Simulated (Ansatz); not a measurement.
**Si: one candidate structure**

Where does Si go from the start given, structure listed in a database for this formula (R-3, No. 148)?

Method: DFT PBEsol, scalar-relativistic, plane waves, PAW, in Ansatz 0.2.0.

## 1. The starting structure

The structure is trigonal, space group R-3 (No. 148). Conventional cell: a = 9.426 Å, b = 9.426 Å, c = 5.652 Å, α = 90.00°, β = 90.00°, γ = 120.00°. Si (site symmetry 1) is surrounded by 4 Si at 2.34 to 2.38 Å. Si (site symmetry 3) has 4 Si at 2.38 to 2.41 Å as nearest neighbours.

As a file:

```cif
data_structure
_symmetry_space_group_name_H-M 'P 1'
_symmetry_Int_Tables_number 1
_cell_length_a 5.7592
_cell_length_b 5.7592
_cell_length_c 5.7592
_cell_angle_alpha 109.845
_cell_angle_beta 109.845
_cell_angle_gamma 109.845
_cell_volume 144.98
loop_
_atom_site_label
_atom_site_type_symbol
_atom_site_fract_x
_atom_site_fract_y
_atom_site_fract_z
_atom_site_occupancy
Si1 Si 0.01710 0.71491 0.51876 1
Si2 Si 0.98290 0.28509 0.48124 1
Si3 Si 0.71285 0.71285 0.71285 1
Si4 Si 0.28509 0.48124 0.98290 1
Si5 Si 0.48124 0.98290 0.28509 1
Si6 Si 0.71491 0.51876 0.01710 1
Si7 Si 0.28715 0.28715 0.28715 1
Si8 Si 0.51876 0.01710 0.71491 1
```

(A quick probe on a coarse mesh, which set the mesh and smearing, is not shown.)

## 3. Relaxing cell and atoms

input.yaml

```yaml
crystal:
  lattice:
    - [4.7132352766, 2.7211876557, 1.8839989006]
    - [-4.7132352766, 2.7211876557, 1.8839989006]
    - [0.0, -5.4423753114, 1.8839989006]
  atoms:
    - { symbol: Si, position: [0.01710242, 0.71491061, 0.5187605] }
    - { symbol: Si, position: [0.98289758, 0.28508939, 0.4812395] }
    - { symbol: Si, position: [0.71284515, 0.71284515, 0.71284515] }
    - { symbol: Si, position: [0.28508939, 0.4812395, 0.98289758] }
    - { symbol: Si, position: [0.4812395, 0.98289758, 0.28508939] }
    - { symbol: Si, position: [0.71491061, 0.5187605, 0.01710242] }
    - { symbol: Si, position: [0.28715485, 0.28715485, 0.28715485] }
    - { symbol: Si, position: [0.5187605, 0.01710242, 0.71491061] }
basis:
  ecutwfc: 420
kpoints:
  mp_grid: { grid: [9, 9, 9] }
hamiltonian:
  xc: pbesol
scf:
  occupations: { method: gaussian, width: 0.1 }
output:
  forces: true
  stress: true
  eigenvalues: true
relax:
  adjacent_minimum: "off"
  f_tol: 0.01
  max_steps: 80
  cell: { stress_tol: 0.05 }
```

**Question.** What will these runs give?

**Answer**, as computed:

```
           quantity                                                                       value
cell (conventional)  a = 9.365 Å, b = 9.365 Å, c = 5.604 Å, α = 90.00°, β = 90.00°, γ = 120.00°
        space group                                                               R-3 (No. 148)
             volume                                                               17.74 Å³/atom
    gap on the mesh                                                                none (metal)
```

**Reading.** The space group stayed R-3, and from the first guess the volume went from 18.12 to 17.74 Å³/atom.
